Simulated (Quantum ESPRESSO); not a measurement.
Au:

```
CELL_PARAMETERS angstrom
0.00000 2.03500 2.03500
2.03500 0.00000 2.03500
2.03500 2.03500 0.00000
ATOMIC_POSITIONS crystal
Au 0.00000 0.00000 0.00000
```

| Property | Result |
| --- | --- |
| Program | Quantum ESPRESSO 7.5 |
| Task | phonon dispersion |
| Functional | LDA |
| Potentials or basis | PseudoDojo 0.4.1 SR LDA standard |
| Cutoff | 871 eV |
| Density cutoff | 3483 eV |
| k mesh | 12 × 12 × 12 |
| Occupations | cold, width 0.2 eV |
| Spin | no spin polarisation |
| Form of the LDA correlation | PW92 |
| Mixing beta | 0.5 |
| Most SCF iterations | 120 |
| SCF threshold | 2e-10 Ry |
| q mesh | 2 × 2 × 2 |

The cell and the atoms were relaxed first, to 16.43 Å³/atom (a = 2.854 Å, b = 2.854 Å, c = 2.854 Å, α = 60.00°, β = 60.00°, γ = 60.00°), and the response was taken there.

Task: Is this structure dynamically stable at this level, and how far does the spectrum reach?

Result: Yes, as far as this q mesh shows: no mode on the path is imaginary. The highest frequency is 164 cm⁻¹.

Phonon frequencies at the corners of the path (cm⁻¹, interpolated; i marks imaginary ones):
| point | frequencies |
| --- | --- |
| Γ | 0 0 0 |
| X | 89 89 159 |
| W | 91 130 130 |
| K | 81 119 144 |
| L | 63 63 164 |
| U | 81 119 144 |

Harmonic thermodynamics per atom at this volume (zero-point energy 18.3 meV, Debye temperature from the second moment 194 K):
```csv
T (K),free energy (meV),entropy (k_B),heat capacity Cv (k_B)
50,17.0,0.95,1.64
100,9.6,2.43,2.51
200,-20.2,4.31,2.86
298.15,-61.9,5.47,2.94
500,-171.6,7.00,2.98
800,-372.2,8.41,2.99
```

Phonon states per cell in windows of 10 cm⁻¹ (negative: imaginary):
| from (cm⁻¹) | total |
| --- | --- |
| 0 | 0.00 |
| 10 | 0.01 |
| 20 | 0.02 |
| 30 | 0.05 |
| 40 | 0.09 |
| 50 | 0.17 |
| 60 | 0.34 |
| 70 | 0.39 |
| 80 | 0.41 |
| 90 | 0.20 |
| 100 | 0.19 |
| 110 | 0.18 |
| 120 | 0.14 |
| 130 | 0.18 |
| 140 | 0.43 |
| 150 | 0.18 |
| 160 | 0.02 |

A q mesh this small can miss soft modes between its points.

Caveat: the q mesh is small, so phonon branches between its points and thermal values are rough.
